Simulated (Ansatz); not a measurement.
# Squeezing Cr (sc type)

```
CELL_PARAMETERS angstrom
2.34063 0.00000 0.00000
0.00000 2.34063 0.00000
0.00000 0.00000 2.34063
ATOMIC_POSITIONS crystal
Cr 0.00000 0.00000 0.00000
```

The cell comes from a relaxation on PAW files under the same functional, begun from a prototype that needn't be the stable phase.

Its volume is scaled at fixed shape and fractional positions.

Computed with Ansatz 0.2.0; functional PBE, scalar-relativistic. Settings: a Γ-centred 16×16×16 k mesh, Fermi–Dirac smearing of 0.05 eV, spin-polarised from start moments Cr 2 μB. Methods: LAPW: all electrons, basis error target 1 meV/atom; PAW: frozen-core files, cutoff 420 eV; crystal datasets: all electrons, by PAW datasets that the program makes for each cell; norm-conserving: pseudopotentials, cutoff 1279 eV; PAW (cutoff 250 eV): frozen-core files, cutoff 250 eV.

Energies are extrapolated to zero smearing and count from the unscaled cell; pressure is positive in compression; gaps take the mesh and a band path. No temperature or zero-point motion is included.

Antiferromagnetic order, which Cr and Mn prefer near zero pressure, wasn't tried. The start moments died away, and the runs ended non-magnetic.

```
V/V0  V (Å³/atom)  P LAPW (GPa)  ΔE LAPW (eV/atom)  P PAW − LAPW (GPa)  ΔE PAW − LAPW (meV/atom)
1.00        12.82         -0.05              0.000                0.06                       0.0
0.90        11.54             ?                  ?                   ?                         ?
0.80        10.26          66.8              0.445                0.11                       1.3
0.70         8.98         137.7              1.237               -0.06                       1.8
0.60         7.69         267.6              2.800               -0.92                      -1.6
0.50         6.41         525.7              5.853               -3.88                     -17.5
0.40         5.13          1084             11.992              -27.53                    -118.8
```

(1) Fit the Vinet equation to the LAPW pressures shown (residuals weighted by 1/(|P| + 0.03·Pmax)), and predict the pressure of the withheld row.

(2) At the smallest volume, how far do crystal datasets and norm-conserving and PAW (cutoff 250 eV) lie from LAPW in pressure?

(3) How do the Löwdin populations by LAPW change from the unscaled cell to the last row?

Results:

(1) The fit gives V0 = 12.83 Å³/atom, B0 = 176 GPa and B0′ = 4.62. At 11.54 Å³/atom, x = (V/V0)^(1/3) = 0.9653, and P = 3·B0·(1 − x)/x²·exp[1.5·(B0′ − 1)·(1 − x)] = 23.7 GPa. The run itself gave 24.9 GPa (-5.0 % off) and ΔE = 0.091 eV/atom.

(2) crystal datasets: 0.00 GPa; norm-conserving: -10.86 GPa; PAW (cutoff 250 eV): -15.47 GPa, on a LAPW pressure of 1084 GPa.

(3) Cr 3s 1.95 → 1.85, Cr 4s 0.71 → 0.40, Cr 3p 5.99 → 5.92, Cr 3d 5.29 → 5.80 electrons an atom. These are projections on the shells that the free atoms fill; 0.06 e a cell lies outside them at the start and 0.04 e at the end.
